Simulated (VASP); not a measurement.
The system is AlN.

```
Al N
1.0
     3.12151    0.00000    0.00000
    -1.56075    2.70330    0.00000
     0.00000    0.00000    5.03974
Al N
2 2
Direct
  0.66667 0.33333 0.50048
  0.33333 0.66667 0.00048
  0.66667 0.33333 0.87952
  0.33333 0.66667 0.37952
```

The cell is a database's computed one.

```yaml
Program: VASP 6.6.1
Task: relaxation of cell and atoms
Functional: PBEsol
Potentials_or_basis: VASP PAW PBE potentials, release 64 (Al, N)
Cutoff: 600 eV
k_mesh: 3 × 3 × 2
Occupations: gaussian, width 0.02 eV
Spin: no spin polarisation
```

At the start: pressure -3.1 GPa; volume 10.63 Å³/atom.

Where does the relaxation end?

Over 5 steps the energy falls by 4.3 meV/atom and the volume is 10.45 Å³/atom (-1.7 %); space group P6_3mc (No. 186, to 0.05 Å).

The path:
| step | energy change (eV) | largest force (eV/Å) | pressure (GPa) | volume (Å³) |
| --- | --- | --- | --- | --- |
| 1 | 0.0000 | 0.1522 | -3.12 | 42.53 |
| 2 | -0.0100 | 0.1070 | 2.78 | 41.26 |
| 3 | -0.0125 | 0.1194 | 0.92 | 41.64 |
| 4 | -0.0168 | 0.0386 | 0.25 | 41.75 |
| 5 | -0.0174 | 0.0041 | -0.11 | 41.80 |

Final structure:
```xyz
4
Lattice="3.1240 0.0000 0.0000 -1.5620 2.7055 0.0000 0.0000 0.0000 4.9461" Properties=species:S:1:pos:R:3 pbc="T T T"
Al    1.5620    0.9018    2.4598
Al    0.0000    1.8037    4.9329
N     1.5620    0.9018    4.3658
N     0.0000    1.8037    1.8928
```

Caveat: the k mesh is coarse (spacing up to 0.77 Å⁻¹), so the values aren't converged; the PAW data sets were made with another functional, which shifts forces and pressure a little.
